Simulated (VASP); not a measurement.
Wanted: the native input for a VASP 6.6.1 run.

```
Task                   : single point
Functional             : PBEsol
Potentials or basis    : VASP PAW PBE potentials, release 64 (Mg, S)
Cutoff                 : 520 eV
k mesh                 : 6 × 6 × 4
Occupations            : gaussian, width 0.05 eV
Spin                   : no spin polarisation
Dipole correction      : no
Further INCAR settings : ALGO = Normal; EDIFF = 1e-06; NBANDS = 16
```

The structure of MgS lies in POSCAR:

```
MgS
1.0
    4.0346224068      0.0000000000      0.0000000000
   -2.0173112034      3.4940854990      0.0000000000
    0.0000000000      0.0000000000      6.4322941800
Mg S
2 2
Direct
    0.6666666667      0.3333333333      0.4957548500
    0.3333333333      0.6666666667      0.9957548500
    0.3333333333      0.6666666667      0.3792441500
    0.6666666667      0.3333333333      0.8792441500
```

The cell comes from a database or a generator and needn't be the stable form of this composition.

These files were run (other wordings do the same):

INCAR

```
SYSTEM = MgS
PREC = Accurate ; ENCUT = 520
EDIFF = 1E-6 ; ISMEAR = 0
SIGMA = 0.05 ; LREAL = .FALSE.
LASPH = .TRUE. ; NELM = 100
ALGO = Normal ; ISIF = 2
LWAVE = .FALSE. ; LCHARG = .FALSE.
GGA = PS ; NBANDS = 16
```

KPOINTS

```
regular mesh
0
G
  6 6 4
  0 0 0
```

Potentials or basis: VASP PAW PBE potentials, release 64 (Mg, S).

Launch:

```console
$ cat potpaw_PBE.64/Mg/POTCAR potpaw_PBE.64/S/POTCAR > POTCAR
$ mpirun -np 1 vasp_std > vasp.out
```

It gave:

* Pressure: -0.4 GPa
* Largest force: 0.045 eV/Å
* Band gap on the k mesh: 3.27 eV, direct

Caveat: the PAW data sets were made with another functional, which shifts forces and pressure a little.

It took 16 s on 1 thread of Intel(R) Xeon(R) 6975P-C (Granite Rapids), on a shared host, peak memory 0.19 GiB.
